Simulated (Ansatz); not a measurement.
# Preparing Al2O3 (R-3c) as a host crystal, part 2 of 2

Aim: the runs on the perfect crystal Al2O3 (R-3c) that a defect calculation needs first.

Ansatz 0.2.0; plane-wave PAW DFT, PBEsol; relaxation of the host's cell and atoms; PAW set soft_1 (the session's first sound run).

So far. Step 3 (Dielectric tensors of the host): The principal values of the electronic dielectric tensor are 3.26, 3.29 and 3.29. The principal values of the static dielectric tensor are 9.66, 9.66 and 11.75.

## Step 4: Defect free supercell relaxed in its symmetry

This cell, the one that will hold the defects, is built from the relaxed host. Its coarser k-points can move the atoms a little, so it is relaxed from the symmetric sites, as the reference for the test of stability.

This step: plane-wave PAW DFT, PBEsol; relaxation of the defect-free supercell in its symmetry; PAW set soft_1 (Ansatz 0.2.0).

System of this step: Al2O3 (R-3c). The cell holds 80 atoms: 32 Al and 48 O. Its edges and angles: a = 10.278 Å, b = 10.278 Å, c = 10.278 Å, α = 55.3°, β = 55.3°, γ = 55.3°.

pristine.symmetric/input.yaml

```yaml
crystal:
  lattice:
    - [4.7733054486, 2.7558691857, 8.6752445018]
    - [-4.7733054486, 2.7558691857, 8.6752445018]
    - [0.0, -5.5117383714, 8.6752445018]
  atoms:
    - { symbol: Al, position: [0.3239765995, 0.3239765995, 0.3239765995] }
    - { symbol: Al, position: [0.4260234005, 0.4260234005, 0.4260234005] }
    - { symbol: Al, position: [0.0739765995, 0.0739765995, 0.0739765995] }
    - { symbol: Al, position: [0.1760234005, 0.1760234005, 0.1760234005] }
    - { symbol: O, position: [0.2220841464, 0.0279158536, 0.375] }
    - { symbol: O, position: [0.4720841464, 0.125, 0.2779158536] }
    - { symbol: O, position: [0.0279158536, 0.375, 0.2220841464] }
    - { symbol: O, position: [0.375, 0.2220841464, 0.0279158536] }
    - { symbol: O, position: [0.125, 0.2779158536, 0.4720841464] }
    - { symbol: O, position: [0.2779158536, 0.4720841464, 0.125] }
    - { symbol: Al, position: [0.3239765995, 0.3239765995, 0.8239765995] }
    - { symbol: Al, position: [0.4260234005, 0.4260234005, 0.9260234005] }
    - { symbol: Al, position: [0.0739765995, 0.0739765995, 0.5739765995] }
    - { symbol: Al, position: [0.1760234005, 0.1760234005, 0.6760234005] }
    - { symbol: O, position: [0.2220841464, 0.0279158536, 0.875] }
    - { symbol: O, position: [0.4720841464, 0.125, 0.7779158536] }
    - { symbol: O, position: [0.0279158536, 0.375, 0.7220841464] }
    - { symbol: O, position: [0.375, 0.2220841464, 0.5279158536] }
    - { symbol: O, position: [0.125, 0.2779158536, 0.9720841464] }
    - { symbol: O, position: [0.2779158536, 0.4720841464, 0.625] }
    - { symbol: Al, position: [0.3239765995, 0.8239765995, 0.3239765995] }
    - { symbol: Al, position: [0.4260234005, 0.9260234005, 0.4260234005] }
    - { symbol: Al, position: [0.0739765995, 0.5739765995, 0.0739765995] }
    - { symbol: Al, position: [0.1760234005, 0.6760234005, 0.1760234005] }
    - { symbol: O, position: [0.2220841464, 0.5279158536, 0.375] }
    - { symbol: O, position: [0.4720841464, 0.625, 0.2779158536] }
    - { symbol: O, position: [0.0279158536, 0.875, 0.2220841464] }
    - { symbol: O, position: [0.375, 0.7220841464, 0.0279158536] }
    - { symbol: O, position: [0.125, 0.7779158536, 0.4720841464] }
    - { symbol: O, position: [0.2779158536, 0.9720841464, 0.125] }
    - { symbol: Al, position: [0.3239765995, 0.8239765995, 0.8239765995] }
    - { symbol: Al, position: [0.4260234005, 0.9260234005, 0.9260234005] }
    - { symbol: Al, position: [0.0739765995, 0.5739765995, 0.5739765995] }
    - { symbol: Al, position: [0.1760234005, 0.6760234005, 0.6760234005] }
    - { symbol: O, position: [0.2220841464, 0.5279158536, 0.875] }
    - { symbol: O, position: [0.4720841464, 0.625, 0.7779158536] }
    - { symbol: O, position: [0.0279158536, 0.875, 0.7220841464] }
    - { symbol: O, position: [0.375, 0.7220841464, 0.5279158536] }
    - { symbol: O, position: [0.125, 0.7779158536, 0.9720841464] }
    - { symbol: O, position: [0.2779158536, 0.9720841464, 0.625] }
    - { symbol: Al, position: [0.8239765995, 0.3239765995, 0.3239765995] }
    - { symbol: Al, position: [0.9260234005, 0.4260234005, 0.4260234005] }
    - { symbol: Al, position: [0.5739765995, 0.0739765995, 0.0739765995] }
    - { symbol: Al, position: [0.6760234005, 0.1760234005, 0.1760234005] }
    - { symbol: O, position: [0.7220841464, 0.0279158536, 0.375] }
    - { symbol: O, position: [0.9720841464, 0.125, 0.2779158536] }
    - { symbol: O, position: [0.5279158536, 0.375, 0.2220841464] }
    - { symbol: O, position: [0.875, 0.2220841464, 0.0279158536] }
    - { symbol: O, position: [0.625, 0.2779158536, 0.4720841464] }
    - { symbol: O, position: [0.7779158536, 0.4720841464, 0.125] }
    - { symbol: Al, position: [0.8239765995, 0.3239765995, 0.8239765995] }
    - { symbol: Al, position: [0.9260234005, 0.4260234005, 0.9260234005] }
    - { symbol: Al, position: [0.5739765995, 0.0739765995, 0.5739765995] }
    - { symbol: Al, position: [0.6760234005, 0.1760234005, 0.6760234005] }
    - { symbol: O, position: [0.7220841464, 0.0279158536, 0.875] }
    - { symbol: O, position: [0.9720841464, 0.125, 0.7779158536] }
    - { symbol: O, position: [0.5279158536, 0.375, 0.7220841464] }
    - { symbol: O, position: [0.875, 0.2220841464, 0.5279158536] }
    - { symbol: O, position: [0.625, 0.2779158536, 0.9720841464] }
    - { symbol: O, position: [0.7779158536, 0.4720841464, 0.625] }
    - { symbol: Al, position: [0.8239765995, 0.8239765995, 0.3239765995] }
    - { symbol: Al, position: [0.9260234005, 0.9260234005, 0.4260234005] }
    - { symbol: Al, position: [0.5739765995, 0.5739765995, 0.0739765995] }
    - { symbol: Al, position: [0.6760234005, 0.6760234005, 0.1760234005] }
    - { symbol: O, position: [0.7220841464, 0.5279158536, 0.375] }
    - { symbol: O, position: [0.9720841464, 0.625, 0.2779158536] }
    - { symbol: O, position: [0.5279158536, 0.875, 0.2220841464] }
    - { symbol: O, position: [0.875, 0.7220841464, 0.0279158536] }
    - { symbol: O, position: [0.625, 0.7779158536, 0.4720841464] }
    - { symbol: O, position: [0.7779158536, 0.9720841464, 0.125] }
    - { symbol: Al, position: [0.8239765995, 0.8239765995, 0.8239765995] }
    - { symbol: Al, position: [0.9260234005, 0.9260234005, 0.9260234005] }
    - { symbol: Al, position: [0.5739765995, 0.5739765995, 0.5739765995] }
    - { symbol: Al, position: [0.6760234005, 0.6760234005, 0.6760234005] }
    - { symbol: O, position: [0.7220841464, 0.5279158536, 0.875] }
    - { symbol: O, position: [0.9720841464, 0.625, 0.7779158536] }
    - { symbol: O, position: [0.5279158536, 0.875, 0.7220841464] }
    - { symbol: O, position: [0.875, 0.7220841464, 0.5279158536] }
    - { symbol: O, position: [0.625, 0.7779158536, 0.9720841464] }
    - { symbol: O, position: [0.7779158536, 0.9720841464, 0.625] }
basis:
  ecutwfc: 420
  xc_grid: 2
hamiltonian:
  xc: pbesol
  pseudopotentials: { kind: paw, azcp: { folder: soft_1 }, xc_functional: pbe }
kpoints:
  mp_grid: { grid: [1, 1, 1] }
scf:
  occupations: { method: fermi_dirac, width: 0.01 }
  max_iter: 100
  lower_state_search: "off"
output:
  forces: true
relax:
  f_tol: 0.015
  max_steps: 60
  escape_saddle: false
checkpoint:
  write: "../pristine.symmetric.run"
  compress: false
  write_wavefunctions: false
  write_every: 100000
```

Launch:

```console
$ ansatz run input.yaml --threads 32 --pin off --max-ram 84787MiB --backend cuda --events-out ev --progress --plain --runs-dir out --max-vram 78GiB
```

Numbers of over 12 decimals in the logs are rounded to 6 here.

The log of the run:

```text
[...]
device memory: the entry about to start is reckoned to put 3.0 GiB on a device that reports 174.4 GiB free (of which the cap on the GPU budget leaves the run 78.0 GiB)
GPU FFT provider: cuFFT
GPU libraries: cuBLAS 13.8.1, cuFFT 12.4.0, cuSOLVER 12.3.2
GPU matrix products: emulated (plane waves: as basis.precision tells), large ones in fixed point in workspaces of 1.00 GiB
Crystal: 80 atoms, lattice volume = 684.717 Å³
Basis set: ecut = 420 eV, 13355 PW (Γ), exchange–correlation on 144×144×144 points (8 copies of the dense FFT grid, shifted against one another)
Bands: 272, of which v1, the nominal top of the filled ones, is band 192 counted from 1 (191 counted from 0)
Symmetry: 96 space group operations
[...]
k-points: 1
[...]
GPU buffer pool allocated for 373248 grid points (all kernels)
GPU transforms: local potential and band sums: pruned to the plane-wave sphere, on 72×72×72
[...]
SCF iter   1: F=—  HF=-43856.643809 eV  |Δ(HF+E_count)|=         —  Δρ=1.18e-1  dr2=9.08e1  Hψ=1155
[...]
SCF iter   7: F=-43830.696223 eV  HF=-43830.696223 eV  |Δ(HF+E_count)|=   7.15e-6  Δρ=4.47e-6  dr2=9.71e-8  Hψ=699
SCF 1 converged in 7 iterations: F = -43830.696223 eV  dr2 = 9.71e-8
[...]
relax step   1: F+E_penalty+E_count = -43830.69622342 eV  Δ(F+E_penalty+E_count) = +0.000e0 eV  max|allowed force component| = 3.414e-2 eV/Å  Δτ_max = 0.0000 Å  (7 SCF iters, dr2 threshold 5.63e-6 eV, accepted)
[...]
relax step   2: F+E_penalty+E_count = -43830.69707953 eV  Δ(F+E_penalty+E_count) = -8.561e-4 eV  max|allowed force component| = 1.643e-2 eV/Å  Δτ_max = 0.0009 Å  (4 SCF iters, accepted)
SCF iter   1: F=—  HF=-43830.695794 eV  |Δ(HF+E_count)|=         —  Δρ=9.68e-5  dr2=7.68e-5  Hψ=515
[...]
SCF iter   4: F=-43830.697384 eV  HF=-43830.697384 eV  |Δ(HF+E_count)|=   2.25e-8  Δρ=2.32e-6  dr2=2.19e-8  Hψ=661
SCF 3 converged in 4 iterations: F = -43830.697384 eV  dr2 = 2.19e-8
relax step   3: F+E_penalty+E_count = -43830.69738379 eV  Δ(F+E_penalty+E_count) = -3.043e-4 eV  max|allowed force component| = 1.061e-2 eV/Å  Δτ_max = 0.0005 Å  (4 SCF iters, accepted)
SCF converged after 4 iterations
Free energy (F): -43830.697384 eV
[...]
Internal energy: -43830.697384 eV  (E = F + TS)
E sigma→0 (E₀):  -43830.697384 eV
Fermi energy:    10.533466 eV
[...]
--- Forces (eV/Å), atoms counted from 1 ---
  atom   1  Al    -0.00000000     0.00000000    -0.01060813
  atom   2  Al     0.00000000     0.00000000     0.01060813
  atom   3  Al    -0.00000000     0.00000000    -0.01060813
  atom   4  Al     0.00000000    -0.00000000     0.01060813
  atom   5  O     -0.00341054    -0.00000000    -0.00000000
  atom   6  O     -0.00170527    -0.00295361    -0.00000000
  [... 74 more lines of this table ...]
  max |Σ_I F_I| component: 4.34e-17 eV/Å
--- Relaxed structure (3 steps of the walk, 3 accepted, 0 SCFs on fresh bases) ---
  F+E_penalty+E_count = -43830.69738379 eV   max|allowed force component| = 1.061e-2 eV/Å
  atoms:
    - { symbol: Al, position: [0.323984, 0.323984, 0.323984] }
    - { symbol: Al, position: [0.426016, 0.426016, 0.426016] }
    - { symbol: Al, position: [0.073984, 0.073984, 0.073984] }
    - { symbol: Al, position: [0.176016, 0.176016, 0.176016] }
    - { symbol: O, position: [0.221941, 0.028059, 0.375000] }
    - { symbol: O, position: [0.471941, 0.125000, 0.278059] }
  [... 74 more lines of this table ...]
```

The job ended after 1.7 s (1 × NVIDIA GB200 with 32 threads of Arm Neoverse V2, shared host; peak memory 0.97 GiB; 6.4 s of CPU time).

Hardly anything moved in the relaxation; the energy changed by under 0.2 meV an atom.

## Step 5: Defect free supercell relaxed from displaced atoms

This step: plane-wave PAW DFT, PBEsol; relaxation of the defect-free supercell from random displacements, a test of the host's stability; PAW set soft_1 (Ansatz 0.2.0).

pristine.rattled/input.yaml, as its differences from pristine.symmetric/input.yaml of step 4:

```diff
@@ -102,6 +102,6 @@
   f_tol: 0.015
-  max_steps: 60
-  escape_saddle: false
+  max_steps: 120
+  random_displacement: { amplitude: 0.06, seed: 6641 }
 checkpoint:
-  write: "../pristine.symmetric.run"
+  write: "../pristine.rattled.run"
   compress: false
```

The log of the run:

```text
[...]
Crystal: 80 atoms, lattice volume = 684.717 Å³
Basis set: ecut = 420 eV, 13355 PW (Γ), exchange–correlation on 144×144×144 points (8 copies of the dense FFT grid, shifted against one another)
Bands: 272, of which v1, the nominal top of the filled ones, is band 192 counted from 1 (191 counted from 0)
Symmetry: 1 space group operations
k-points: 1
[...]
SCF iter   1: F=—  HF=-43854.313378 eV  |Δ(HF+E_count)|=         —  Δρ=1.19e-1  dr2=9.29e1  Hψ=1154
[...]
SCF iter   2: F=—  HF=-43829.245949 eV  |Δ(HF+E_count)|=    2.51e1  Δρ=4.19e-2  dr2=6.09e0  Hψ=520
[...]
SCF iter   9: F=-43827.630871 eV  HF=-43827.630871 eV  |Δ(HF+E_count)|=   1.50e-6  Δρ=4.87e-6  dr2=9.22e-8  Hψ=692
SCF 1 converged in 9 iterations: F = -43827.630871 eV  dr2 = 9.22e-8
[...]
relax step   1: F+E_penalty+E_count = -43827.63087098 eV  Δ(F+E_penalty+E_count) = +0.000e0 eV  max|allowed force component| = 2.338e0 eV/Å  Δτ_max = 0.0000 Å  (9 SCF iters, dr2 threshold 5.63e-6 eV, accepted)
[...]
relax step   2: F+E_penalty+E_count = -43829.56522775 eV  Δ(F+E_penalty+E_count) = -1.934e0 eV  max|allowed force component| = 1.395e0 eV/Å  Δτ_max = 0.0630 Å  (5 SCF iters, dr2 threshold 1.00e-4 eV, accepted)
relax step   3: F+E_penalty+E_count = -43830.69724931 eV  Δ(F+E_penalty+E_count) = -1.132e0 eV  max|allowed force component| = 1.596e-2 eV/Å  Δτ_max = 0.0702 Å  (5 SCF iters, dr2 threshold 1.00e-4 eV, accepted)
relax step   4: F+E_penalty+E_count = -43830.69726079 eV  Δ(F+E_penalty+E_count) = -1.148e-5 eV  max|allowed force component| = 1.557e-2 eV/Å  Δτ_max = 0.0000 Å  (4 SCF iters, accepted)
[...]
SCF iter   1: F=—  HF=-43830.695835 eV  |Δ(HF+E_count)|=         —  Δρ=1.31e-4  dr2=1.09e-4  Hψ=514
[...]
SCF iter   2: F=—  HF=-43830.695816 eV  |Δ(HF+E_count)|=   1.87e-5  Δρ=6.64e-5  dr2=2.81e-5  Hψ=313
[...]
SCF iter   5: F=-43830.697492 eV  HF=-43830.697492 eV  |Δ(HF+E_count)|=   9.70e-9  Δρ=1.13e-6  dr2=6.38e-9  Hψ=674
SCF 5 converged in 5 iterations: F = -43830.697492 eV  dr2 = 6.38e-9
relax step   5: F+E_penalty+E_count = -43830.69749228 eV  Δ(F+E_penalty+E_count) = -2.315e-4 eV  max|allowed force component| = 4.346e-4 eV/Å  Δτ_max = 0.0015 Å  (5 SCF iters, accepted)
SCF converged after 5 iterations
Free energy (F): -43830.697492 eV
[...]
Internal energy: -43830.697492 eV  (E = F + TS)
E sigma→0 (E₀):  -43830.697492 eV
Fermi energy:    10.533698 eV
[...]
--- Forces (eV/Å), atoms counted from 1 ---
  atom   1  Al     0.00012165     0.00012761     0.00010847
  atom   2  Al    -0.00008760     0.00005054    -0.00038610
  atom   3  Al    -0.00013746     0.00026412    -0.00000389
  atom   4  Al    -0.00007764     0.00014497     0.00023493
  atom   5  O     -0.00002836     0.00015216    -0.00006471
  atom   6  O     -0.00006205    -0.00026890    -0.00004975
  [... 74 more lines of this table ...]
  max |Σ_I F_I| component: 1.96e-6 eV/Å
--- Relaxed structure (5 steps of the walk, 5 accepted, 0 SCFs on fresh bases) ---
  F+E_penalty+E_count = -43830.69749228 eV   max|allowed force component| = 4.346e-4 eV/Å
  atoms:
    - { symbol: Al, position: [0.323614, 0.323562, 0.324263] }
    - { symbol: Al, position: [0.425693, 0.425639, 0.426343] }
    - { symbol: Al, position: [0.073613, 0.073561, 0.074265] }
    - { symbol: Al, position: [0.175692, 0.175638, 0.176340] }
    - { symbol: O, position: [0.221584, 0.027668, 0.375303] }
    - { symbol: O, position: [0.471586, 0.124600, 0.278368] }
  [... 74 more lines of this table ...]
```

Elapsed: 2.7 s, on 1 × NVIDIA GB200 with 32 threads; peak memory 0.98 GiB.

Relaxation path:

```tsv
step	energy less that of the first step (eV)	largest force component (eV/Å)
1	0.0000	2.3380
2	-1.9344	1.3954
3	-3.0664	0.0160
4	-3.0664	0.0156
5	-3.0666	0.0004
```

The relaxation ends 38 meV an atom lower than the displaced start, with a largest force component of 4.4e-4 eV/Å.

## Step 6: Host on a dense mesh

This step: plane-wave PAW DFT, PBEsol; single point of the defect-free host, a test of the k-point sampling; PAW set soft_1 (Ansatz 0.2.0).

System of this step: Al2O3 (R-3c). The structure is trigonal, space group R-3c (No. 167). The conventional cell has a = 4.773 Å, b = 4.773 Å, c = 13.013 Å, α = 90.00°, β = 90.00°, γ = 120.00°. Nearest to Al lie 6 O at 1.86 to 1.97 Å. Nearest to O lie 4 Al at 1.86 to 1.97 Å. Farther neighbours and most contacts between anions are not listed.

dense/input.yaml

```yaml
crystal:
  lattice:
    - [2.3866527243, 1.3779345928, 4.3376222509]
    - [-2.3866527243, 1.3779345928, 4.3376222509]
    - [0.0, -2.7558691857, 4.3376222509]
  atoms:
    - { symbol: Al, position: [0.647953199, 0.647953199, 0.647953199] }
    - { symbol: Al, position: [0.852046801, 0.852046801, 0.852046801] }
    - { symbol: Al, position: [0.147953199, 0.147953199, 0.147953199] }
    - { symbol: Al, position: [0.352046801, 0.352046801, 0.352046801] }
    - { symbol: O, position: [0.4441682928, 0.0558317072, 0.75] }
    - { symbol: O, position: [0.9441682928, 0.25, 0.5558317072] }
    - { symbol: O, position: [0.0558317072, 0.75, 0.4441682928] }
    - { symbol: O, position: [0.75, 0.4441682928, 0.0558317072] }
    - { symbol: O, position: [0.25, 0.5558317072, 0.9441682928] }
    - { symbol: O, position: [0.5558317072, 0.9441682928, 0.25] }
basis:
  ecutwfc: 420
  xc_grid: 2
hamiltonian:
  xc: pbesol
  pseudopotentials: { kind: paw, azcp: { folder: soft_1 }, xc_functional: pbe }
kpoints:
  mp_grid: { grid: [7, 7, 7] }
scf:
  occupations: { method: fermi_dirac, width: 0.01 }
  max_iter: 100
  lower_state_search: "off"
checkpoint:
  write: "../dense.run"
  compress: false
  write_wavefunctions: false
  write_every: 100000
```

The log of the run:

```text
[...]
GPU FFT provider: cuFFT
GPU libraries: cuBLAS 13.8.1, cuFFT 12.4.0, cuSOLVER 12.3.2
[...]
Crystal: 10 atoms, lattice volume = 85.590 Å³
Basis set: ecut = 420 eV, 1653 PW (Γ), exchange–correlation on 72×72×72 points (8 copies of the dense FFT grid, shifted against one another)
Bands: 34, of which v1, the nominal top of the filled ones, is band 24 counted from 1 (23 counted from 0)
Symmetry: 12 space group operations
[...]
k-points: 44 of 343
[...]
GPU buffer pool allocated for 46656 grid points (all kernels)
[...]
SCF iter   1: F=—  HF=-5482.115043 eV  |Δ(HF+E_count)|=         —  Δρ=1.18e-1  dr2=1.13e1  Hψ=7608
[...]
SCF iter   7: F=-5478.895609 eV  HF=-5478.895609 eV  |Δ(HF+E_count)|=   7.88e-7  Δρ=4.51e-6  dr2=1.26e-8  Hψ=3358
SCF 1 converged in 7 iterations: F = -5478.895609 eV  dr2 = 1.26e-8
[...]
SCF converged after 7 iterations
Free energy (F): -5478.895609 eV
[...]
Internal energy: -5478.895609 eV  (E = F + TS)
E sigma→0 (E₀):  -5478.895609 eV
Fermi energy:    10.526877 eV
[...]
```

Run time: 1.5 s. Hardware: 1 × NVIDIA GB200 with 32 threads; peak memory 0.9 GiB.

## Step 7: Defect free supercell at the zone centre

The supercell is run at the zone centre, to see how far that sampling misses the dense mesh.

System of this step: Al2O3 (R-3c). The cell holds 80 atoms: 32 Al and 48 O. Cell: a = 10.278 Å, b = 10.278 Å, c = 10.278 Å, α = 55.3°, β = 55.3°, γ = 55.3°.

pristine.sampling_gamma/input.yaml, as its differences from pristine.rattled/input.yaml of step 5:

```diff
@@ -98,10 +98,4 @@
   lower_state_search: "off"
-output:
-  forces: true
-relax:
-  f_tol: 0.015
-  max_steps: 120
-  random_displacement: { amplitude: 0.06, seed: 6641 }
 checkpoint:
-  write: "../pristine.rattled.run"
+  write: "../pristine.sampling_gamma.run"
   compress: false
```

The log of the run:

```text
[...]
GPU FFT provider: cuFFT
GPU libraries: cuBLAS 13.8.1, cuFFT 12.4.0, cuSOLVER 12.3.2
[...]
Crystal: 80 atoms, lattice volume = 684.717 Å³
Basis set: ecut = 420 eV, 13355 PW (Γ), exchange–correlation on 144×144×144 points (8 copies of the dense FFT grid, shifted against one another)
Bands: 272, of which v1, the nominal top of the filled ones, is band 192 counted from 1 (191 counted from 0)
Symmetry: 96 space group operations
[...]
k-points: 1
[...]
GPU buffer pool allocated for 373248 grid points (all kernels)
[...]
SCF iter   1: F=—  HF=-43856.643812 eV  |Δ(HF+E_count)|=         —  Δρ=1.18e-1  dr2=9.08e1  Hψ=1155
[...]
SCF iter   8: F=-43830.696223 eV  HF=-43830.696223 eV  |Δ(HF+E_count)|=   3.50e-8  Δρ=5.10e-7  dr2=1.28e-9  Hψ=494
SCF 1 converged in 8 iterations: F = -43830.696223 eV  dr2 = 1.28e-9
[...]
SCF converged after 8 iterations
Free energy (F): -43830.696223 eV
[...]
Internal energy: -43830.696223 eV  (E = F + TS)
E sigma→0 (E₀):  -43830.696223 eV
Fermi energy:    10.530725 eV
[...]
```

The job ended after 1.3 s (1 × NVIDIA GB200 with 32 threads; peak memory 0.93 GiB).

## Step 8: What came out

| Property | Result |
| --- | --- |
| primitive cell vectors, lengths | 5.139, 5.139, 5.139 Å |
| electronic dielectric constant | principal values (3.26, 3.29, 3.29) |
| static dielectric constant | principal values (9.66, 9.66, 11.75) |
| gap on the k-mesh of the response run (PBEsol) | 6.04 eV |
| supercell relaxed in its symmetry less the displaced and relaxed one | 0.000 eV |
| energy an atom at the zone centre alone less that on the dense mesh | 0.006 eV |

**Reading.** Step 5: The energy fell by 3.067 eV from the randomly displaced start; the atoms end within 0.005 Å of the sites as typed, once the mean shift is taken out. The displaced cell ends within 0.01 eV of the symmetric one relaxed in its symmetry, so no lower structure shows in this supercell. The k-mesh can miss the band edges, so this gap is an upper bound at this level. All at zero temperature.

[Logs are printed without paths, hosts, clocks, repeated set-up lines and the standing remarks that a program may print on its own settings, such as how far it seeks lower states.]

[Hosts, paths, dates, database ids (printed as entryN), source tags and the programs' standing remarks are cut or masked in the printed files.]

[Runs of the host that timed out are not shown.]

[For some hosts the program warned that the k-mesh of the response run may be too coarse for force constants and the static dielectric constant; such warnings are not always shown.]
